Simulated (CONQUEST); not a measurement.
AgCl (Chlorargyrite) under changes of volume

One of the cells (20.458 Å³/atom); the others are scaled copies at fixed shape and fractional positions:

```
Ag Cl
1.0
     3.86787    0.00000    0.00000
     0.00000    3.86787    0.00000
     0.00000    0.00000    5.47000
Ag Cl
2 2
Cartesian
  0.0000 0.0000 0.0000
  1.9339 1.9339 2.7350
  0.0000 0.0000 2.7350
  1.9339 1.9339 0.0000
```

```yaml
Program: CONQUEST 1.3
Functional: PBEsol
Potentials_or_basis: PseudoDojo NC PBEsol, DZP, grid of 40 × 40 × 60 points
k_mesh: 7 × 7 × 5
Occupations: fermi-dirac, width 0.05 eV
Spin: no spin polarisation
```

```csv
volume (Å³/atom),energy over the lowest point (meV/atom),pressure (GPa),gap on the mesh (eV)
19.231,?,?,?
19.640,10.33,3.0,1.02
20.049,3.94,1.9,1.01
20.458,0.52,0.8,1.01
20.868,0.00,-0.4,1.01
21.277,2.17,-1.3,1.00
21.686,6.70,-2.2,1.00
```

Question: What does the run at 19.231 Å³/atom give?

Answer: Energy over the lowest point 19.78 meV/atom; pressure 4.7 GPa; gap on the mesh 1.04 eV.

Worked out: A Birch-Murnaghan fit of order 3 (a polynomial in V^(-2/3)) to the other rows has its minimum at 20.74 Å³/atom with B0 = V·E''(V) = 54 GPa (rough, since the energies scatter). It gives 20.06 meV/atom at 19.231 Å³/atom, against the run's 19.78, and -dE/dV = 4.5 GPa, against 4.7. A straight line through the other rows of the gap, of slope -0.188 eV per unit of ln V, extrapolates to 1.02 eV, against the run's 1.04.

Energies are extrapolated to zero smearing.

Caveats: an odd mesh through Γ misses points on the zone boundary, where band edges often lie; the basis of atomic orbitals isn't converged, which shifts pressures, moduli and gaps; the real-space grid breaks the cell's symmetry a little (some runs). Spin-orbit coupling on Ag is left out.
